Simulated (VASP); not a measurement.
# O2 in VASP: a series of runs

The runs below take O2 through relaxation of the atoms, with PBE, PBE+D3(BJ), r2SCAN, LDA.

All numbers are computed with VASP 6.6.1; they aren't measurements. Logs are shortened: lines on timing, memory, paths and dates and some standing lists are left out, and cuts for length are marked.

## Step 1: The structure

The cell holds a molecule in a box, 2 atoms: a = 10.000 Å, b = 10.500 Å, c = 11.000 Å, α = 90.00°, β = 90.00°, γ = 90.00°.

## Step 2: Relaxation of the atoms, PBE, collinear spin, ferromagnetic start

Input file INCAR:

```
PREC = Accurate
ENCUT = 520
EDIFF = 1E-6
ISMEAR = 0
SIGMA = 0.02
LREAL = False
LASPH = True
NELM = 60
ALGO = Normal
ISIF = 2
LWAVE = False
LCHARG = False
ISPIN = 2
MAGMOM = 0.5 0.5
LORBIT = 11
NUPDOWN = 2
GGA = PE
IBRION = 2
NSW = 60
EDIFFG = -0.005
```

Input file KPOINTS:

```
Automatic mesh
0
Gamma
  1 1 1
```

Input file POSCAR:

```
O
1.0
   10.0000000000      0.0000000000      0.0000000000
    0.0000000000     10.5000000000      0.0000000000
    0.0000000000      0.0000000000     11.0000000000
O
2
Direct
    0.5000000000      0.5000000000      0.5566343636
    0.5000000000      0.5000000000      0.4433656364
```

Potentials or basis: VASP PAW PBE potentials, release 64 (O).

Command:

```sh
$ cat potpaw_PBE.64/O/POTCAR > POTCAR
$ mpirun -np 1 vasp_std > vasp.out
```

OUTCAR:

```text
PREC = Accurate
   ENCUT = 520
   EDIFF = 1E-6
   ISMEAR = 0
   LREAL = False
   LASPH = True
   NELM = 60
   ISIF = 2
   ISPIN = 2
   LORBIT = 11
   NUPDOWN = 2
   GGA = PE
   IBRION = 2
   NSW = 60
   EDIFFG = -0.005

 ion  position               nearest neighbor table
   1  0.500  0.500  0.557-   2 1.25
   2  0.500  0.500  0.443-   1 1.25

  LATTYP: Found a simple orthorhombic cell.
 ALAT       =    10.0000000000
 B/A-ratio  =     1.0500000000
 C/A-ratio  =     1.1000000000

  Lattice vectors:

 A1 = (  10.0000000000,   0.0000000000,   0.0000000000)
 A2 = (   0.0000000000,  10.5000000000,   0.0000000000)
 A3 = (   0.0000000000,   0.0000000000,  11.0000000000)

Analysis of symmetry for initial positions (statically):
=====================================================================
 Subroutine PRICEL returns:
 Original cell was already a primitive cell.

 Routine SETGRP: Setting up the symmetry group for a
 simple orthorhombic supercell.

 Subroutine GETGRP returns: Found  8 space group operations
 (whereof  8 operations were pure point group operations)
 out of a pool of  8 trial point group operations.

The static configuration has the point symmetry D_2h.

Analysis of symmetry for dynamics (positions and initial velocities):
=====================================================================
 Subroutine PRICEL returns:
 Original cell was already a primitive cell.

 Routine SETGRP: Setting up the symmetry group for a
 simple orthorhombic supercell.

 Subroutine GETGRP returns: Found  8 space group operations
 (whereof  8 operations were pure point group operations)
 out of a pool of  8 trial point group operations.

The dynamic configuration has the point symmetry D_2h.

Analysis of structural, dynamic, and magnetic symmetry:
=====================================================================
 Subroutine PRICEL returns:
 Original cell was already a primitive cell.

 Routine SETGRP: Setting up the symmetry group for a
 simple orthorhombic supercell.

 Subroutine GETGRP returns: Found  8 space group operations
 (whereof  8 operations were pure point group operations)
 out of a pool of  8 trial point group operations.

The overall configuration has the point symmetry D_2h.

 Subroutine INISYM returns: Found  8 space group operations
 (whereof  8 operations are pure point group operations),
 and found     1 'primitive' translations

[... 92 lines left out ...]
  Fermi-wavevector in a.u.,A,eV,Ry     =   0.357225  0.675056  1.736231  0.127609
  Thomas-Fermi vector in A             =   1.274455
   LORBIT       =     11    0 simple, 1 ext, 2 COOP (PROOUT), +10 PAW based schemes
   GGA     = PE    functional components
   LHFCALC =     F    Hartree Fock is set to
   AEXX    =    0.0000 exact exchange contribution
   IVDW    =     0    specifies the selected vdW correction
   LEPSILON=     F    determine dielectric tensor
   LRPA    =     F    only Hartree local field effects (RPA)
 conjugate gradient relaxation of ions
 spin polarized calculation
 Gauss-broadening in eV      SIGMA  =   0.02
  energy-cutoff  :      520.00
  volume of cell :     1155.00
 maximum number of plane-waves:     31095
 NGX is ok and might be reduce to    80
   NGX = 37   NGY = 39   NGZ = 41

--------------------------------------- Ionic step        1  -------------------------------------------

 number of electron      11.9999998 magnetization       1.9999991

 Free energy of the ion-electron system (eV)
  ---------------------------------------------------
  ext. energy  EPLUGINS =         0.00000000
  ---------------------------------------------------
  free energy    TOTEN  =        -9.87895500 eV

  energy without entropy =       -9.87895500  energy(sigma->0) =       -9.87895500

------------------------ aborting loop because EDIFF is reached ----------------------------------------

  FORCE on cell =-STRESS in cart. coord.  units (eV):
  Direction    XX          YY          ZZ          XY          YZ          ZX
  --------------------------------------------------------------------------------------
  -------------------------------------------------------------------------------------
  Total       -0.0644620     -0.0671002     -1.1638475     -0.0000000      0.0000000      0.0000000
  in kB       -0.0894196     -0.0930791     -1.6144503     -0.0000000      0.0000000      0.0000000
  external PRESSURE =      -0.5989830 kB  Pullay stress =       0.0000000 kB
[... 95 lines left out ...]
--------------------------------------- Ionic step        4  -------------------------------------------

 number of electron      11.9999998 magnetization       1.9999999

 Free energy of the ion-electron system (eV)
  ---------------------------------------------------
  ext. energy  EPLUGINS =         0.00000000
  ---------------------------------------------------
  free energy    TOTEN  =        -9.88465540 eV

  energy without entropy =       -9.88465540  energy(sigma->0) =       -9.88465540

 E-fermi : -11.1916     XC(G=0):  -0.4924

 val. band max:       -6.9104652072   @ k =   0.0000   0.0000   0.0000
 cond. band min:      -4.6059859859   @ k =   0.0000   0.0000   0.0000
 fundamental gap:      2.3044792213
 Fermi energy:        -6.7596745181

 spin component 1

 k-point     1 :       0.0000    0.0000    0.0000
  band No.  band energies     occupation
      1     -32.4421      1.00000
      2     -20.5829      1.00000
      3     -13.3254      1.00000
      4     -13.2240      1.00000
      5     -13.2240      1.00000
      6      -6.9105      1.00000
      7      -6.9105      1.00000
      8      -0.2895      0.00000
      9       0.6634      0.00000
     10       0.9734      0.00000
     11       1.0220      0.00000
 Fermi energy:       -11.1916357519

 spin component 2

 k-point     1 :       0.0000    0.0000    0.0000
  band No.  band energies     occupation
      1     -31.2274      1.00000
      2     -18.7861      1.00000
      3     -12.4304      1.00000
      4     -11.3597      1.00000
      5     -11.3597      1.00000
      6      -4.6060      0.00000
      7      -4.6060      0.00000
      8      -0.1881      0.00000
      9       0.8940      0.00000
     10       1.0215      0.00000
     11       1.1334      0.00000
[... 27 lines left out ...]
  FREE ENERGIE OF THE ION-ELECTRON SYSTEM (eV)
  ---------------------------------------------------
  free  energy   TOTEN  =        -9.8846554036 eV

  energy  without entropy=       -9.8846554036  energy(sigma->0) =       -9.88465540

 reached required accuracy - stopping structural energy minimisation

 total charge

# of ion       s       p       d       tot
------------------------------------------
    1        1.611   3.276   0.000   4.887
    2        1.611   3.276   0.000   4.887
--------------------------------------------------
tot          3.223   6.552   0.000   9.774

 magnetization (x)

# of ion       s       p       d       tot
------------------------------------------
    1        0.010   0.801   0.000   0.811
    2        0.010   0.801   0.000   0.811
--------------------------------------------------
tot          0.020   1.602   0.000   1.622
```

OSZICAR:

```text
N       E                     dE             d eps       ncg     rms          rms(c)
DAV:   1     0.111544168448E+03    0.11154E+03   -0.28430E+03    60   0.557E+02
DAV:   2     0.412271074817E+02   -0.70317E+02   -0.66950E+02    64   0.125E+02
[... 57 lines left out ...]
DAV:  17    -0.988465272402E+01   -0.57626E-06   -0.27737E-09    47   0.410E-04
   3 F= -.98846527E+01 E0= -.98846527E+01  d E =-.569772E-02  mag=     2.0000
       N       E                     dE             d eps       ncg     rms          rms(c)
DAV:   1    -0.988465535566E+01   -0.32079E-05   -0.23660E-04    47   0.139E-01    0.588E-03
DAV:   2    -0.988465223837E+01    0.31173E-05   -0.34595E-06    47   0.192E-02    0.263E-03
DAV:   3    -0.988465487593E+01   -0.26376E-05   -0.19896E-07    47   0.481E-03    0.117E-03
DAV:   4    -0.988465540361E+01   -0.52769E-06   -0.71376E-08    47   0.251E-03
   4 F= -.98846554E+01 E0= -.98846554E+01  d E =-.570040E-02  mag=     2.0000
```

It took 8.7 min on 1 thread of Intel Xeon Platinum 8488C (Sapphire Rapids), shared host; peak memory 1.3 GiB.

Results:

```yaml
Free_energy: -9.8847 eV
Energy_gained_by_relaxing: 2.9 meV/atom
Ionic_steps: 4
Net_moment: 2.00 μB per cell
Site_moments: O +0.81 μB
Valence_electrons_inside_the_program's_atomic_spheres: O 4.89
```

The path:
| step | energy change (eV) | largest force (eV/Å) | pressure (GPa) |
| --- | --- | --- | --- |
| 1 | 0.0000 | 0.8789 | -0.06 |
| 2 | 0.2194 | 6.8442 | 0.36 |
| 3 | -0.0057 | 0.0190 | -0.01 |
| 4 | -0.0057 | 0.0009 | -0.01 |

Final structure:
```
CELL_PARAMETERS angstrom
10.00000 0.00000 0.00000
0.00000 10.50000 0.00000
0.00000 0.00000 11.00000
ATOMIC_POSITIONS crystal
O 0.50000 0.50000 0.55605
O 0.50000 0.50000 0.44395
```

Caveat: the standard files for N, O and F lose accuracy on very short bonds; the total moment is fixed, so each spin has its own Fermi level.

## Step 3: Relaxation of the atoms, PBE+D3(BJ), collinear spin, ferromagnetic start

Input file INCAR:

```
PREC = Accurate ; ENCUT = 520
EDIFF = 1E-7 ; ISMEAR = 0
SIGMA = 0.02 ; LREAL = F
LASPH = T ; NELM = 100
ALGO = Fast ; ISIF = 2
LWAVE = F ; LCHARG = F
ISPIN = 2 ; MAGMOM = 0.5 0.5
LORBIT = 11 ; NUPDOWN = 2
GGA = PE ; IVDW = 12
IBRION = 2 ; NSW = 40
EDIFFG = -0.02
```

KPOINTS is that of step 2.

POSCAR is that of step 2.

Potentials or basis: VASP PAW PBE potentials, release 64 (O).

Command:

```sh
$ cat potpaw_PBE.64/O/POTCAR > POTCAR
$ mpirun -np 1 vasp_std > vasp.out
```

Wall time 5.2 min (1 thread of AMD EPYC 9R45 (Zen 5), shared host); peak memory 1.3 GiB.

The run converged. Its results:

```yaml
Free_energy: -9.8920 eV
Energy_gained_by_relaxing: 2.8 meV/atom
Ionic_steps: 3
Largest_force_after_relaxing: 0.019 eV/Å
Net_moment: 2.00 μB per cell
Site_moments: O +0.81 μB
Valence_electrons_inside_the_program's_atomic_spheres: O 4.89
Dispersion_energy_per_atom: -0.004 eV
```

Forces on the atoms (eV/Å):
```
O    0.000  0.000  0.019
O    0.000  0.000 -0.019
```

The path:
| step | energy change (eV) | largest force (eV/Å) | pressure (GPa) |
| --- | --- | --- | --- |
| 1 | 0.0000 | 0.8790 | -0.06 |
| 2 | 0.2195 | 6.8448 | 0.36 |
| 3 | -0.0057 | 0.0190 | -0.01 |

Final structure:
```
O
1.0
    10.00000    0.00000    0.00000
     0.00000   10.50000    0.00000
     0.00000    0.00000   11.00000
O
2
Direct
  0.50000 0.50000 0.55604
  0.50000 0.50000 0.44396
```

Caveat: the standard files for N, O and F lose accuracy on very short bonds; the total moment is fixed, so each spin has its own Fermi level.

## Step 4: Relaxation of the atoms, r2SCAN, collinear spin, ferromagnetic start

Input file INCAR:

```
SYSTEM = O
PREC = Accurate ; ENCUT = 520
EDIFF = 1E-6 ; ISMEAR = 0
SIGMA = 0.02 ; LREAL = .False.
LASPH = .True. ; NELM = 80
ALGO = Normal ; ISIF = 2
LWAVE = .False. ; LCHARG = .False.
ISPIN = 2 ; MAGMOM = 0.5 0.5
LORBIT = 11 ; NUPDOWN = 2
METAGGA = R2SCAN ; LMIXTAU = .True.
IBRION = 2 ; NSW = 40
EDIFFG = -0.02
```

Input file KPOINTS:

```
regular mesh
0
Gamma
  1 1 1
  0 0 0
```

POSCAR is that of step 3.

Command:

```sh
$ cat potpaw_PBE.64/O/POTCAR > POTCAR
$ mpirun -np 1 vasp_std > vasp.out
```

It took 19 min on 1 thread of Intel Xeon Platinum 8559C (Emerald Rapids), shared host; peak memory 1.6 GiB.

The run converged. Its results:

* Free energy: -11.8609 eV
* Energy gained by relaxing: 10.3 meV/atom
* Ionic steps: 4
* Largest force after relaxing: 0.011 eV/Å
* Net moment: 2.00 μB per cell
* Site moments: O +0.83 μB
* Valence electrons inside the program's atomic spheres: O 4.92

Forces in eV/Å, atoms in the order of the input:
```
O    0.000  0.000 -0.011
O    0.000  0.000  0.011
```

The path:
```csv
step,energy change (eV),largest force (eV/Å),pressure (GPa)
1,0.0000,1.7070,-0.11
2,1.1232,19.3141,0.95
3,-0.0202,0.1628,0.00
4,-0.0207,0.0109,-0.01
```

Final structure:
```cif
data_structure
_symmetry_space_group_name_H-M 'P 1'
_symmetry_Int_Tables_number 1
_cell_length_a 10.0000
_cell_length_b 10.5000
_cell_length_c 11.0000
_cell_angle_alpha 90.000
_cell_angle_beta 90.000
_cell_angle_gamma 90.000
_cell_volume 1155.00
loop_
_atom_site_label
_atom_site_type_symbol
_atom_site_fract_x
_atom_site_fract_y
_atom_site_fract_z
_atom_site_occupancy
O1 O 0.50000 0.50000 0.55557 1
O2 O 0.50000 0.50000 0.44443 1
```

Caveat: the standard files for N, O and F lose accuracy on very short bonds; the PAW data sets were made with another functional, which shifts forces and pressure a little; the total moment is fixed, so each spin has its own Fermi level.

## Step 5: Relaxation of the atoms, LDA, collinear spin, ferromagnetic start

Input file INCAR:

```
ALGO = Normal ; EDIFF = 1E-7
EDIFFG = -0.01 ; ENCUT = 520
GGA = CA ; IBRION = 2
ISIF = 2 ; ISMEAR = 0
ISPIN = 2 ; LASPH = T
LCHARG = F ; LORBIT = 11
LREAL = F ; LWAVE = F
MAGMOM = 0.5 0.5 ; NELM = 80
NSW = 60 ; NUPDOWN = 2
PREC = Accurate ; SIGMA = 0.02
```

Input file KPOINTS:

```
k-points
0
Gamma
  1 1 1
```

POSCAR is that of step 4.

Potentials or basis: VASP PAW LDA potentials, release 64 (O).

Command:

```sh
$ cat potpaw_LDA.64/O/POTCAR > POTCAR
$ mpirun -np 1 vasp_std > vasp.out
```

It took 7.5 min on 1 thread of Intel Xeon Platinum 8488C (Sapphire Rapids), shared host; peak memory 0.83 GiB.

It converged, with:

* Free energy: -10.4763 eV
* Energy gained by relaxing: 11.4 meV/atom
* Ionic steps: 7
* Net moment: 2.00 μB per cell
* Site moments: O +0.81 μB
* Valence electrons inside the program's atomic spheres: O 4.89

Step by step:
| step | energy change (eV) | largest force (eV/Å) | pressure (GPa) |
| --- | --- | --- | --- |
| 1 | 0.0000 | 1.7690 | -0.11 |
| 2 | 1.1900 | 19.9756 | 0.98 |
| 3 | -0.0225 | 0.1940 | 0.00 |
| 4 | -0.0228 | 0.0186 | -0.01 |
| 5 | -0.0228 | 0.0199 | -0.01 |
| 6 | -0.0227 | 0.1034 | -0.02 |
| 7 | -0.0228 | 0.0002 | -0.01 |

Final structure:
```xyz
2
Lattice="10.0000 0.0000 0.0000 0.0000 10.5000 0.0000 0.0000 0.0000 11.0000" Properties=species:S:1:pos:R:3 pbc="T T T"
O     5.0000    5.2500    6.1105
O     5.0000    5.2500    4.8895
```

Caveat: the standard files for N, O and F lose accuracy on very short bonds; the total moment is fixed, so each spin has its own Fermi level.

## Step 6: Summary

| level | potentials or basis | moment (μB) | largest force (eV/Å) |
| --- | --- | --- | --- |
| PBE | VASP PAW PBE potentials, release 64 (O) | 2.00 | - |
| PBE+D3(BJ) | VASP PAW PBE potentials, release 64 (O) | 2.00 | 0.02 |
| r2SCAN | VASP PAW PBE potentials, release 64 (O) | 2.00 | 0.01 |
| LDA | VASP PAW LDA potentials, release 64 (O) | 2.00 | - |

Alike in all rows: task relaxation of the atoms; spin collinear, ferromagnetic start; fixed moment (μB) 2; cell atoms relaxed; k mesh 1 × 1 × 1; cutoff (eV) 520; smearing gaussian 0.02 eV.

Caveats: the standard files for N, O and F lose accuracy on very short bonds; the total moment is fixed, so each spin has its own Fermi level; the PAW data sets were made with another functional, which shifts forces and pressure a little (some runs).

Absolute energies hang on the potentials; compare differences alone.
